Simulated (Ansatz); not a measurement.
Relaxation of a periodic cell of 63 atoms, Si62Ge (host Si, host structure diamond, dopant Ge, one Si atom removed), cell charge -2, to a largest force component of 0.03 eV/Å in at most 60 steps.

These are results of DFT PBEsol, scalar-relativistic, plane waves, PAW in Ansatz, not measurements. Settings: PAW set soft_1, cutoff 420 eV, k mesh 1x1x1, fermi-dirac smearing 0.05 eV, no spin polarisation.

```xyz
63
Lattice="10.8600 0.0000 0.0000 0.0000 10.8600 0.0000 0.0000 0.0000 10.8600" Properties=species:S:1:pos:R:3:forces:R:3
Si 5.443 -0.004 -0.038 -0.26 0.29 0.21
Ge 6.793 1.383 1.432 0.43 -1.22 -0.29
Si 8.114 2.721 0.054 0.58 0.13 -0.83
Si 9.534 4.036 1.327 -0.38 0.97 0.28
Si 9.494 1.365 4.067 -0.07 -0.12 -0.08
Si 0.042 -0.019 0.010 -0.76 0.44 -0.37
Si 1.326 1.404 1.312 0.38 -0.45 0.68
Si 2.734 2.729 0.016 -0.49 0.07 -0.56
Si 4.032 4.090 1.352 0.69 0.06 0.09
Si 5.422 5.468 0.010 0.19 -0.57 -0.35
Si 6.801 6.765 1.387 -0.07 0.24 0.04
Si 8.107 8.163 0.027 0.42 -0.33 -0.21
Si 9.476 9.516 1.363 0.20 0.01 0.08
Si 2.691 -0.011 2.689 0.45 0.65 -0.02
Si 4.084 1.355 4.150 -0.20 0.05 -1.49
Si 5.490 2.739 2.709 -1.59 0.21 0.80
Si 6.716 4.080 4.093 1.10 0.19 -0.10
Si 8.157 5.445 2.752 0.04 -0.70 -0.21
Si 9.535 6.760 4.085 -0.45 0.64 -0.41
Si 5.436 0.004 5.395 0.18 -0.09 0.54
Si 6.764 1.356 6.781 0.43 -0.20 -0.05
Si 8.155 2.715 5.431 -0.51 0.14 -0.08
Si 9.512 4.088 6.808 0.08 0.73 -0.95
Si 8.161 0.017 8.145 -0.27 -0.06 0.09
Si 9.493 1.397 9.494 -0.02 -0.42 0.50
Si 0.028 5.465 -0.041 0.02 -0.90 0.45
Si 1.340 6.740 1.367 0.51 0.51 -0.28
Si 2.696 8.164 -0.035 -0.09 -0.27 0.18
Si 4.088 9.516 1.305 -0.36 0.03 0.22
Si -0.019 2.725 2.714 0.18 -0.22 -0.06
Si 1.416 4.021 4.071 -0.76 0.69 -0.22
Si 2.716 5.426 2.734 -0.10 -0.08 -0.14
Si 4.063 6.761 4.083 -0.18 0.82 -0.14
Si 5.429 8.182 2.680 0.01 -0.29 0.17
Si 6.760 9.520 4.057 0.29 -0.27 -0.15
Si 0.004 0.016 5.402 -0.04 -0.16 0.09
Si 1.356 1.382 6.797 -0.21 -0.11 0.02
Si 2.687 2.697 5.402 0.61 0.10 0.92
Si 4.107 4.061 6.815 -0.55 0.06 -0.51
Si 5.386 5.431 5.409 0.27 -0.01 0.44
Si 6.789 6.765 6.758 -0.34 -0.15 0.37
Si 8.107 8.116 5.405 0.68 0.62 -0.06
Si 9.522 9.518 6.801 -0.51 -0.13 -0.48
Si 2.713 -0.002 8.155 -0.20 0.00 -0.68
Si 3.994 1.328 9.482 1.02 0.64 0.26
Si 5.442 2.723 8.124 -0.21 -0.40 0.55
Si 6.819 4.074 9.456 -0.66 0.02 0.79
Si 8.149 5.424 8.157 0.29 0.38 -0.27
Si 9.580 6.753 9.491 -1.01 0.68 -0.04
Si -0.006 8.127 2.684 -0.12 0.42 0.50
Si 1.374 9.525 4.062 -0.67 0.01 -0.61
Si 0.071 5.509 5.366 -0.15 -1.37 0.58
Si 1.363 6.811 6.751 0.47 0.11 0.57
Si 2.676 8.211 5.389 0.59 -0.69 0.27
Si 4.062 9.494 6.782 0.30 -0.09 0.13
Si -0.062 2.747 8.105 0.66 -0.40 0.46
Si 1.328 4.059 9.478 0.68 0.29 -0.19
Si 2.797 5.458 8.150 -1.17 -0.51 -0.36
Si 4.062 6.784 9.483 0.35 0.39 0.52
Si 5.453 8.123 8.156 -0.09 0.28 -0.25
Si 6.783 9.510 9.529 0.28 -0.03 -0.62
Si -0.007 8.159 8.136 0.25 -0.18 -0.13
Si 1.361 9.519 9.451 -0.10 -0.40 0.39
```

Problem. Where does it end, and by what steps?

Solution. It converged. Limits of this set-up: coarse k mesh, PAW files made for another functional, no spin, though dangling bonds at a vacancy may carry it, a typed lattice constant that wasn't relaxed here, charged cell in a uniform background, uncorrected. After 4 steps the energy has fallen by 1.235 eV; Ge2 moved furthest, 0.34 Å.

```json
{"step": "0", "energy less start (eV)": "0.0000", "largest force component (eV/Å)": "1.587", "accepted": "yes"}
{"step": "1", "energy less start (eV)": "-1.0839", "largest force component (eV/Å)": "0.621", "accepted": "yes"}
{"step": "2", "energy less start (eV)": "-1.2261", "largest force component (eV/Å)": "0.092", "accepted": "yes"}
{"step": "3", "energy less start (eV)": "-1.2284", "largest force component (eV/Å)": "0.058", "accepted": "yes"}
{"step": "4", "energy less start (eV)": "-1.2355", "largest force component (eV/Å)": "0.016", "accepted": "yes"}
```

```xyz
63
Lattice="10.8600 0.0000 0.0000 0.0000 10.8600 0.0000 0.0000 0.0000 10.8600" Properties=species:S:1:pos:R:3
Si 5.459 -0.014 0.020
Ge 7.001 1.149 1.576
Si 8.163 2.693 0.020
Si 9.492 4.087 1.346
Si 9.452 1.321 4.018
Si -0.027 0.019 0.003
Si 1.354 1.366 1.349
Si 2.724 2.722 -0.010
Si 4.087 4.064 1.358
Si 5.430 5.425 -0.012
Si 6.784 6.795 1.348
Si 8.130 8.180 0.006
Si 9.454 9.559 1.387
Si 2.709 0.011 2.702
Si 4.063 1.367 4.056
Si 5.448 2.701 2.729
Si 6.784 4.087 4.055
Si 8.140 5.442 2.702
Si 9.494 6.791 4.060
Si 5.446 0.019 5.390
Si 6.785 1.366 6.778
Si 8.130 2.709 5.393
Si 9.499 4.074 6.775
Si 8.140 0.011 8.131
Si 9.491 1.366 9.489
Si -0.002 5.438 -0.008
Si 1.349 6.800 1.353
Si 2.710 8.155 -0.007
Si 4.064 9.518 1.346
Si -0.033 2.707 2.695
Si 1.354 4.071 4.060
Si 2.715 5.435 2.695
Si 4.075 6.796 4.064
Si 5.439 8.178 2.694
Si 6.828 9.554 4.013
Si -0.024 -0.003 5.397
Si 1.351 1.364 6.778
Si 2.711 2.722 5.420
Si 4.069 4.083 6.785
Si 5.431 5.440 5.419
Si 6.787 6.800 6.779
Si 8.153 8.177 5.397
Si 9.495 9.516 6.781
Si 2.718 0.018 8.139
Si 4.091 1.352 9.515
Si 5.425 2.722 8.147
Si 6.799 4.058 9.511
Si 8.134 5.434 8.140
Si 9.497 6.796 9.503
Si -0.031 8.179 2.717
Si 1.359 9.515 4.056
Si -0.003 5.433 5.416
Si 1.358 6.792 6.784
Si 2.716 8.157 5.418
Si 4.079 9.514 6.774
Si -0.008 2.722 8.136
Si 1.364 4.081 9.490
Si 2.711 5.440 8.134
Si 4.068 6.788 9.493
Si 5.426 8.157 8.135
Si 6.785 9.519 9.487
Si -0.009 8.156 8.141
Si 1.355 9.510 9.498
```

Whether the end is a true minimum wasn't checked by a vibrational analysis.

The run took 22 s on 4 threads of Arm Neoverse V2, on a shared host, peak memory 1.1 GiB.
